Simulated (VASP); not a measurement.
Input of a VASP 6.6.1 run:

run.py

```python
from ase import Atoms
from ase.calculators.vasp import Vasp
from ase.dft.bandgap import bandgap

atoms = Atoms(
    ['Mo', 'Si', 'Si'],
    cell=[[-1.6, 1.6, 3.9305], [1.6, -1.6, 3.9305], [1.6, 1.6, -3.9305]],
    scaled_positions=[[0.0, 0.0, 0.0], [0.667, 0.667, 0.0], [0.333, 0.333, 0.0]],
    pbc=True,
)
calc = Vasp(
    directory='calc',
    xc='pbe',
    pp='PBE',
    setups='gw',
    prec='Accurate',
    encut=550,
    ediff=1e-06,
    ismear=0,
    sigma=0.1,
    lreal=False,
    lasph=True,
    nelm=60,
    algo='Normal',
    isif=2,
    lwave=False,
    lcharg=False,
    kpts=[12, 12, 12],
    gamma=True,
    nbands=18,
)
atoms.calc = calc

print('energy (eV):', atoms.get_potential_energy())
print('free energy (eV):', atoms.get_potential_energy(force_consistent=True))
print('forces (eV/A):')
print(atoms.get_forces())
print('stress (eV/A^3, Voigt):', atoms.get_stress())
print('Fermi level (eV):', calc.get_fermi_level())
gap, top, bottom = bandgap(calc)
print('band gap (eV):', gap, 'from (spin, k, band)', top, 'to', bottom)
```

Potentials or basis: VASP PAW PBE potentials, release 64 (Mo_sv_GW, Si_GW).

Run with:

```bash
$ python run.py
```

Problem. What does it give for the pressure?

Solution. 1.9 GPa.

Problem. What does it give for the largest force?

Solution. 0.276 eV/Å.

Problem. Predict the band gap on the k mesh.

Solution. None (metal or under the smearing width).

Forces in eV/Å, atoms in the order of the input:
```
Mo   0.000  0.000  0.000
Si   0.000  0.000 -0.276
Si   0.000  0.000  0.276
```
